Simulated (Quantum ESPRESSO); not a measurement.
# 2H-MoS2, 1 layer: a series in the share of short-range exact exchange, part 2 of 3

Wanted: a table for 2H-MoS2, 1 layer against the share of short-range exact exchange, and what can be fitted to it.

Quantum ESPRESSO 7.5; plane-wave DFT, PBE, SG15 norm-conserving pseudopotentials.

So far. Step 2 (Relaxing cell and ions of the reference):  The last row is no step: it is a fresh SCF in the final cell with a new plane-wave basis, -0 meV from the row before.

## (3) SCF with pw.x, 0

The self-consistent run of this member.

Level of this step: plane-wave DFT, PBE, SG15 norm-conserving pseudopotentials (Quantum ESPRESSO 7.5).

File m0.scf.in:

```
&control
  prefix = 'm0.scf'
  outdir = './out'
  pseudo_dir = './pseudo'
  calculation = 'scf'
  tprnfor = .true.
/
&system
  ibrav = 0
  nat = 3
  ntyp = 2
  ecutwfc = 60
  ecutrho = 240
  occupations = 'fixed'
  nbnd = 16
/
&electrons
  conv_thr = 1e-08
  mixing_beta = 0.6
  electron_maxstep = 120
/
ATOMIC_SPECIES
  S   32.0600  S_ONCV_PBE-1.2.upf
  Mo  95.9500  Mo_ONCV_PBE-1.2.upf
CELL_PARAMETERS angstrom
  3.18303330000000 0.00000000000000 0.00000000000000
  -1.59151665000000 2.75658769900000 0.00000000000000
  0.00000000000000 0.00000000000000 18.26259773800000
ATOMIC_POSITIONS crystal
  S   0.333333333300 0.666666666700 0.414453301200
  Mo  0.000000000000 0.000000000000 0.500000000000
  S   0.333333333300 0.666666666700 0.585546698800
K_POINTS automatic
  9 9 1 0 0 0
```

Started as:

```sh
$ OMP_NUM_THREADS=1 mpirun -n 4 pw.x -nk 4 -in m0.scf.in > m0.scf.out
```

Log:

```text
[banner, memory and clock lines left out]
Program PWSCF v.7.5 starts
[citation notice left out]

[...]
Message from routine setup:
[...]
bravais-lattice index     =            0
     lattice parameter (alat)  =       6.0151  a.u.
     unit-cell volume          =    1081.3646 (a.u.)^3
     number of atoms/cell      =            3
     number of atomic types    =            2
     number of electrons       =        26.00
     number of Kohn-Sham states=           16
     kinetic-energy cutoff     =      60.0000  Ry
     charge density cutoff     =     240.0000  Ry
     scf convergence threshold =      1.0E-08
     mixing beta               =       0.6000
     number of iterations used =            8  plain     mixing
     Exchange-correlation= PBE
                           (   1   4   3   4   0   0   0)

[...]
PseudoPot. # 1 for S  read from file:
     ./pseudo/S_ONCV_PBE-1.2.upf
     Pseudo is Norm-conserving, Zval =  6.0
     Generated using ONCVPSP code by D. R. Hamann
     Using radial grid of  602 points,  4 beta functions with:
                l(1) =   0
                l(2) =   0
                l(3) =   1
                l(4) =   1

     PseudoPot. # 2 for Mo read from file:
     ./pseudo/Mo_ONCV_PBE-1.2.upf
     Pseudo is Norm-conserving, Zval = 14.0
     Generated using ONCVPSP code by D. R. Hamann
     Using radial grid of  602 points,  6 beta functions with:
                l(1) =   0
                l(2) =   0
                l(3) =   1
                l(4) =   1
                l(5) =   2
                l(6) =   2

     atomic species   valence    mass     pseudopotential
     S                 6.00    32.06000     S ( 1.00)
     Mo               14.00    95.95000     Mo( 1.00)

     12 Sym. Ops. (no inversion) found

[...]
number of k points=    12
[...]
Dense  grid:    67857 G-vectors     FFT dimensions: (  30,  30, 180)

     Initial potential from superposition of free atoms

     starting charge      25.8886, renormalised to      26.0000

     negative rho (up, down):  1.279E-04 0.000E+00
     Starting wfcs are random

     per-process dynamical memory:    48.2 Mb

     Self-consistent Calculation

     iteration #  1     ecut=    60.00 Ry     beta= 0.60
     Davidson diagonalization with overlap
     ethr =  1.00E-02,  avg # of iterations = 11.9

     Threshold (ethr) on eigenvalues was too large:
     Diagonalizing with lowered threshold

     Davidson diagonalization with overlap
     ethr =  4.67E-04,  avg # of iterations =  4.4

     negative rho (up, down):  1.079E-05 0.000E+00

     total energy              =    -178.22473621 Ry
     estimated scf accuracy    <       0.09422113 Ry

     iteration #  2     ecut=    60.00 Ry     beta= 0.60
[...]
negative rho (up, down):  3.974E-06 0.000E+00

[...]
total energy              =    -178.23976888 Ry
     estimated scf accuracy    <       0.04349826 Ry

     iteration #  3     ecut=    60.00 Ry     beta= 0.60
[...]
negative rho (up, down):  1.958E-06 0.000E+00

[...]
total energy              =    -178.24563822 Ry
     estimated scf accuracy    <       0.05750870 Ry

     iteration #  4     ecut=    60.00 Ry     beta= 0.60
[...]
total energy              =    -178.25348368 Ry
     estimated scf accuracy    <       0.00050339 Ry

     iteration #  5     ecut=    60.00 Ry     beta= 0.60
[...]
total energy              =    -178.25371265 Ry
     estimated scf accuracy    <       0.00090195 Ry

     iteration #  6     ecut=    60.00 Ry     beta= 0.60
[...]
total energy              =    -178.25377849 Ry
     estimated scf accuracy    <       0.00004232 Ry

     iteration #  7     ecut=    60.00 Ry     beta= 0.60
[...]
total energy              =    -178.25379280 Ry
     estimated scf accuracy    <       0.00001817 Ry

     iteration #  8     ecut=    60.00 Ry     beta= 0.60
[...]
total energy              =    -178.25379504 Ry
     estimated scf accuracy    <       0.00000016 Ry

     iteration #  9     ecut=    60.00 Ry     beta= 0.60
[...]
total energy              =    -178.25379521 Ry
     estimated scf accuracy    <       0.00000009 Ry

     iteration # 10     ecut=    60.00 Ry     beta= 0.60
[...]
End of self-consistent calculation

          k = 0.0000 0.0000 0.0000 (  8551 PWs)   bands (ev):

   -61.3789 -35.5234 -35.3212 -35.3212 -14.5979 -13.2913  -6.1141  -3.1253
    -3.1253  -2.2745  -2.0116  -2.0116  -0.5059   2.2629   2.2629   2.5013

          k = 0.0000 0.1283 0.0000 (  8529 PWs)   bands (ev):

   -61.3745 -35.5147 -35.3656 -35.3313 -14.4182 -13.2180  -5.9122  -3.5098
    -2.9806  -2.9371  -2.2877  -1.5988  -0.6099   2.0688   2.0755   2.3067

[...]
highest occupied, lowest unoccupied level (ev):    -0.5059    1.1579

!    total energy              =    -178.25379523 Ry
     estimated scf accuracy    <          5.7E-09 Ry

     The total energy is the sum of the following terms:
     one-electron contribution =    -977.37748413 Ry
     hartree contribution      =     488.78610808 Ry
     xc contribution           =     -24.69356303 Ry
     ewald contribution        =     335.03114386 Ry

     convergence has been achieved in  10 iterations

     Forces acting on atoms (cartesian axes, Ry/au):

     atom    1 type  1   force =     0.00000000   -0.00000000   -0.00183043
     atom    2 type  2   force =     0.00000000    0.00000000    0.00000000
     atom    3 type  1   force =     0.00000000   -0.00000000    0.00183043

     Total force =     0.002589     Total SCF correction =     0.000206

[...]
```

Wall time 16 s (4 MPI ranks of Intel Xeon at 2.70GHz, shared host); peak memory 0.4 GiB; 62 s of CPU time.

This step gave:

| Property | Result |
| --- | --- |
| free energy | -2425.2664 eV |
| valence top, on the run's zero | -0.5059 eV |
| conduction bottom, on the run's zero | 1.158 eV |
| gap by band count | 1.664 eV |

## (4) Electrostatic potential, 0

plot_num = 11 writes the bare and Hartree potential, from which vacuum levels or, in a crystal, the mean potential are read.

File m0.pot.in:

```
&inputpp
  prefix = 'm0.scf'
  outdir = './out'
  filplot = 'm0.pot.dat'
  plot_num = 11
/
```

Started as:

```sh
$ OMP_NUM_THREADS=1 mpirun -n 4 pp.x -in m0.pot.in > m0.pot.out
```

Log:

```text
[banner, memory and clock lines left out]
Program POST-PROC v.7.5 starts

          URL

     ./out/m0.scf.save/

     IMPORTANT: XC functional enforced from input :
     Exchange-correlation= PBE
                           (   1   4   3   4   0   0   0)
     Any further DFT definition will be discarded
     Please, verify this is what you really want

     Calling punch_plot, plot_num =  11
     Writing data to file  m0.pot.dat
     Message from routine chdens:
     namelist plot not found or invalid, exiting
```

Elapsed: 1.5 s, on 4 MPI ranks; peak memory 0.09 GiB; 4.5 s of CPU time.

Numbers from this step:

```
potential in the middle of the vacuum, over the valence top : 5.938 eV
```

Electrostatic potential energy of an electron; zero at the highest filled level of the SCF mesh. Potential energy, planar mean against z:

z (Å), potential energy, planar mean (eV) and a bar from the least value:
```
        0        5.9 ##############################
        1        5.9 ##############################
        2        5.9 ##############################
        3        5.9 ##############################
        4        5.9 ##############################
        5        5.9 ##############################
        6        5.6 ##############################
        7       -2.2 ######################
        8       -8.7 ################
        9      -24.5 
       10       -5.7 ###################
       11      -11.6 #############
       12        5.1 #############################
       13        5.9 ##############################
       14        5.9 ##############################
       15        5.9 ##############################
       16        5.9 ##############################
       17        5.9 ##############################
       18        5.9 ##############################
```

## (5) Ground state, 0.1

Level of this step: plane-wave DFT, screened hybrid with 0.1 exact exchange, SG15 norm-conserving pseudopotentials (Quantum ESPRESSO 7.5). input_dft overrides the functional of the files.

m1.scf.in, as its differences from the input of step 3:

```diff
@@ -1,3 +1,3 @@
 &control
-  prefix = 'm0.scf'
+  prefix = 'm1.scf'
   outdir = './out'
@@ -15,2 +15,8 @@
   nbnd = 16
+  input_dft = 'hse'
+  exx_fraction = 0.1
+  nqx1 = 3
+  nqx2 = 3
+  nqx3 = 1
+  ecutfock = 60
 /
```

Started as:

```sh
$ OMP_NUM_THREADS=1 mpirun -n 4 pw.x -nk 4 -in m1.scf.in > m1.scf.out
```

Log:

```text
[banner, memory and clock lines left out]
Program PWSCF v.7.5 starts
[...]
Message from routine setup:
[...]
number of electrons       =        26.00
     number of Kohn-Sham states=           16
     kinetic-energy cutoff     =      60.0000  Ry
     charge density cutoff     =     240.0000  Ry
[...]
number of k points=    12
[...]
Dense  grid:    67857 G-vectors     FFT dimensions: (  30,  30, 180)
[...]
negative rho (up, down):  1.279E-04 0.000E+00
     Starting wfcs are random
[...]
negative rho (up, down):  1.079E-05 0.000E+00
[...]
estimated scf accuracy    <       0.09422113 Ry
[...]
negative rho (up, down):  3.974E-06 0.000E+00
[...]
estimated scf accuracy    <       0.04349826 Ry
[...]
negative rho (up, down):  1.958E-06 0.000E+00
[...]
estimated scf accuracy    <       0.05750870 Ry
[...]
estimated scf accuracy    <       0.00050339 Ry
[...]
estimated scf accuracy    <       0.00090195 Ry
[...]
estimated scf accuracy    <       0.00004232 Ry
[...]
estimated scf accuracy    <       0.00001817 Ry
[...]
estimated scf accuracy    <       0.00000016 Ry
[...]
estimated scf accuracy    <       0.00000009 Ry
[...]
highest occupied, lowest unoccupied level (ev):    -0.5059    1.1579
!    total energy              =    -178.25379523 Ry
     estimated scf accuracy    <          5.7E-09 Ry
     convergence has been achieved in  10 iterations
[...]
estimated scf accuracy    <       0.00231870 Ry
[...]
estimated scf accuracy    <       0.01351013 Ry
[...]
estimated scf accuracy    <       0.00001339 Ry
[...]
estimated scf accuracy    <       0.00001611 Ry
[...]
estimated scf accuracy    <       0.00000009 Ry
[...]
estimated scf accuracy    <       0.00000008 Ry
[...]
highest occupied, lowest unoccupied level (ev):    -0.6551    1.2068
!    total energy              =    -178.22707820 Ry
     estimated scf accuracy    <          7.1E-09 Ry
     convergence has been achieved in   7 iterations
[...]
estimated scf accuracy    <       0.00000689 Ry
[...]
estimated scf accuracy    <       0.00003679 Ry
[...]
estimated scf accuracy    <       0.00000007 Ry
[...]
estimated scf accuracy    <       0.00000003 Ry
[...]
highest occupied, lowest unoccupied level (ev):    -0.6574    1.2064
!    total energy              =    -178.22712727 Ry
     estimated scf accuracy    <          4.3E-10 Ry
     convergence has been achieved in   5 iterations
[...]
estimated scf accuracy    <       0.00000002 Ry
[...]
estimated scf accuracy    <       0.00000009 Ry
[...]
highest occupied, lowest unoccupied level (ev):    -0.6577    1.2063
!    total energy              =    -178.22712785 Ry
     estimated scf accuracy    <          1.3E-09 Ry
     convergence has been achieved in   3 iterations
[...]
highest occupied, lowest unoccupied level (ev):    -0.6580    1.2058
!    total energy              =    -178.22712786 Ry
     estimated scf accuracy    <          8.9E-09 Ry
     convergence has been achieved in   1 iterations
[...]
!!   total energy              =    -178.22712786 Ry
[...]
Total force =     0.009279     Total SCF correction =     0.000280
[...]
```

Run time: 75 s. Hardware: 4 MPI ranks; peak memory 2.6 GiB; 5 min of CPU time.

Numbers from this step:

- free energy: -2424.9036 eV
- valence top, on the run's zero: -0.6580 eV
- conduction bottom, on the run's zero: 1.206 eV
- gap by band count: 1.864 eV

## (6) Self-consistent run, 0.3

Level of this step: plane-wave DFT, screened hybrid with 0.3 exact exchange, SG15 norm-conserving pseudopotentials (Quantum ESPRESSO 7.5). input_dft overrides the functional of the files.

m5.scf.in, as its differences from the input of step 5:

```diff
@@ -1,3 +1,3 @@
 &control
-  prefix = 'm1.scf'
+  prefix = 'm5.scf'
   outdir = './out'
@@ -16,3 +16,3 @@
   input_dft = 'hse'
-  exx_fraction = 0.1
+  exx_fraction = 0.3
   nqx1 = 3
```

Started as:

```sh
$ OMP_NUM_THREADS=1 mpirun -n 4 pw.x -nk 4 -in m5.scf.in > m5.scf.out
```

Log:

```text
[banner, memory and clock lines left out]
Program PWSCF v.7.5 starts
[...]
Message from routine setup:
[...]
number of electrons       =        26.00
     number of Kohn-Sham states=           16
     kinetic-energy cutoff     =      60.0000  Ry
     charge density cutoff     =     240.0000  Ry
[...]
number of k points=    12
[...]
Dense  grid:    67857 G-vectors     FFT dimensions: (  30,  30, 180)
[...]
negative rho (up, down):  1.279E-04 0.000E+00
     Starting wfcs are random
[...]
negative rho (up, down):  1.079E-05 0.000E+00
[...]
estimated scf accuracy    <       0.09422113 Ry
[...]
negative rho (up, down):  3.974E-06 0.000E+00
[...]
estimated scf accuracy    <       0.04349826 Ry
[...]
negative rho (up, down):  1.958E-06 0.000E+00
[...]
estimated scf accuracy    <       0.05750870 Ry
[...]
estimated scf accuracy    <       0.00050339 Ry
[...]
estimated scf accuracy    <       0.00090195 Ry
[...]
estimated scf accuracy    <       0.00004232 Ry
[...]
estimated scf accuracy    <       0.00001817 Ry
[...]
estimated scf accuracy    <       0.00000016 Ry
[...]
estimated scf accuracy    <       0.00000009 Ry
[...]
highest occupied, lowest unoccupied level (ev):    -0.5059    1.1579
!    total energy              =    -178.25379523 Ry
     estimated scf accuracy    <          5.7E-09 Ry
     convergence has been achieved in  10 iterations
[...]
estimated scf accuracy    <       0.01370860 Ry
[...]
estimated scf accuracy    <       0.05314183 Ry
[...]
estimated scf accuracy    <       0.00004862 Ry
[...]
estimated scf accuracy    <       0.00004787 Ry
[...]
estimated scf accuracy    <       0.00000017 Ry
[...]
estimated scf accuracy    <       0.00000018 Ry
[...]
highest occupied, lowest unoccupied level (ev):    -0.9427    1.3177
!    total energy              =    -178.17726705 Ry
     estimated scf accuracy    <          6.3E-09 Ry
     convergence has been achieved in   7 iterations
[...]
estimated scf accuracy    <       0.00018897 Ry
[...]
estimated scf accuracy    <       0.00058077 Ry
[...]
estimated scf accuracy    <       0.00000309 Ry
[...]
estimated scf accuracy    <       0.00000059 Ry
[...]
highest occupied, lowest unoccupied level (ev):    -0.9571    1.3190
!    total energy              =    -178.17833114 Ry
     estimated scf accuracy    <          6.8E-09 Ry
     convergence has been achieved in   5 iterations
[...]
estimated scf accuracy    <       0.00000742 Ry
[...]
estimated scf accuracy    <       0.00002001 Ry
[...]
estimated scf accuracy    <       0.00000021 Ry
[...]
estimated scf accuracy    <       0.00000003 Ry
[...]
highest occupied, lowest unoccupied level (ev):    -0.9604    1.3180
!    total energy              =    -178.17839318 Ry
     estimated scf accuracy    <          7.2E-10 Ry
     convergence has been achieved in   5 iterations
[...]
estimated scf accuracy    <       0.00000055 Ry
[...]
estimated scf accuracy    <       0.00000141 Ry
[...]
estimated scf accuracy    <       0.00000002 Ry
[...]
highest occupied, lowest unoccupied level (ev):    -0.9612    1.3175
!    total energy              =    -178.17839915 Ry
     estimated scf accuracy    <          2.0E-09 Ry
     convergence has been achieved in   4 iterations
[...]
estimated scf accuracy    <       0.00000003 Ry
[...]
estimated scf accuracy    <       0.00000002 Ry
[...]
estimated scf accuracy    <       0.00000001 Ry
[...]
highest occupied, lowest unoccupied level (ev):    -0.9615    1.3171
!    total energy              =    -178.17839993 Ry
     estimated scf accuracy    <          6.5E-11 Ry
     convergence has been achieved in   4 iterations
[...]
highest occupied, lowest unoccupied level (ev):    -0.9615    1.3171
!    total energy              =    -178.17840006 Ry
     estimated scf accuracy    <          5.1E-09 Ry
     convergence has been achieved in   1 iterations
[...]
estimated scf accuracy    <       0.00000002 Ry
[...]
estimated scf accuracy    <       0.00000009 Ry
[...]
highest occupied, lowest unoccupied level (ev):    -0.9616    1.3170
!    total energy              =    -178.17840008 Ry
     estimated scf accuracy    <          1.1E-10 Ry
     convergence has been achieved in   3 iterations
[...]
!!   total energy              =    -178.17840008 Ry
[...]
Total force =     0.032622     Total SCF correction =     0.000026
[...]
```

Elapsed: 98 s, on 4 MPI ranks; peak memory 2.6 GiB; 6.5 min of CPU time.

Numbers from this step:

* free energy: -2424.2406 eV
* valence top, on the run's zero: -0.9616 eV
* conduction bottom, on the run's zero: 1.317 eV
* gap by band count: 2.279 eV

[end of part 2 of 3]

[Logs are printed without paths, hosts, clocks, repeated set-up lines and the standing remarks that a program may print on its own settings, such as how far it seeks lower states.]

[Hosts, paths, dates, database ids (printed as entryN), source tags and the programs' standing remarks are cut or masked in the printed files.]

[Maps of the electrostatic potential energy from Ansatz leave out the sawtooth potential of an applied field or a dipole correction, so their vacuum need not be flat; planar profiles and work functions include it.]
